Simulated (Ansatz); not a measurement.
**BN: stress in a strained cell**

Aim: deform BN (x and y strained by +2 %, z held) and compute stress, forces and field gradients with LAPW, PAW and all-electron datasets made for the crystal.

Program: Ansatz 0.2.0. Level of theory: DFT PBE, scalar-relativistic. These are calculated values, not measurements.

## 1. Starting point

The structure is cubic, space group F-43m (No. 216). The conventional cell has a = 3.615 Å, b = 3.615 Å, c = 3.615 Å, α = 90.00°, β = 90.00°, γ = 90.00°. B (site symmetry -43m) has 4 N at 1.57 Å as nearest neighbours. Around N (site symmetry -43m) lie 4 B at 1.57 Å.

Structure file:

```cif
data_structure
_symmetry_space_group_name_H-M 'F-43m'
_symmetry_Int_Tables_number 216
_cell_length_a 3.6150
_cell_length_b 3.6150
_cell_length_c 3.6150
_cell_angle_alpha 90.000
_cell_angle_beta 90.000
_cell_angle_gamma 90.000
_cell_volume 47.24
loop_
_atom_site_label
_atom_site_type_symbol
_atom_site_symmetry_multiplicity
_atom_site_Wyckoff_symbol
_atom_site_fract_x
_atom_site_fract_y
_atom_site_fract_z
_atom_site_occupancy
B1 B 4 a 0.00000 0.00000 0.00000 1
N1 N 4 c 0.25000 0.25000 0.25000 1
```

The file gives the conventional cell by its symmetry; the runs use the cell typed in the input.

Atoms are numbered in the order of the input: B1, N2.

## 2. The deformed structure

Space group F-43m before, I-4m2 after.

## 3. LAPW, all electrons

input.yaml

```yaml
crystal:
  lattice:
    - [0.0, 1.84365, 1.8075]
    - [1.84365, 0.0, 1.8075]
    - [1.84365, 1.84365, 0.0]
  atoms:
    - { symbol: B, position: [0.0, 0.0, 0.0] }
    - { symbol: "N", position: [0.75, 0.75, 0.75] }
kpoints:
  mp_grid: { grid: [13, 13, 13] }
scf:
  occupations: { method: fermi_dirac, width: 0.03 }
hamiltonian:
  xc: pbe
  pseudopotentials: { kind: all_electron, lapw: { basis_error: 0.001 } }
output:
  forces: true
  stress: true
  eigenvalues: true
```

## 4. PAW with frozen cores

Edit input.yaml of step 3 so:

```diff
@@ -14,3 +14,3 @@
   xc: pbe
-  pseudopotentials: { kind: all_electron, lapw: { basis_error: 0.001 } }
+  pseudopotentials: { kind: paw }
 output:
@@ -19 +19,2 @@
   eigenvalues: true
+  efg: { contact_densities: true }
```

## 5. Datasets made for this crystal

Edit input.yaml of step 4 so:

```diff
@@ -14,3 +14,3 @@
   xc: pbe
-  pseudopotentials: { kind: paw }
+  pseudopotentials: { kind: all_electron, datasets: crystal }
 output:
```

(Steps that only read results are left out.)

**Question.** What will these runs give? Wanted: pressure; largest shear or deviatoric stress.

The runs gave:

| quantity | value |
| --- | --- |
| pressure | LAPW -11.09, PAW -11.06, crystal datasets -11.09 GPa |
| largest shear or deviatoric stress (LAPW) | 7.62 GPa |

In words: The largest part of the stress beyond the pressure is 7.62 GPa in size, in the zz component; the atoms are carried along and not relaxed. No run of the undeformed cell stands beside it, so the pressure holds what the given cell had before the change. PAW: stress within 0.03 GPa of LAPW. Crystal datasets: stress within 0.01 GPa of LAPW.
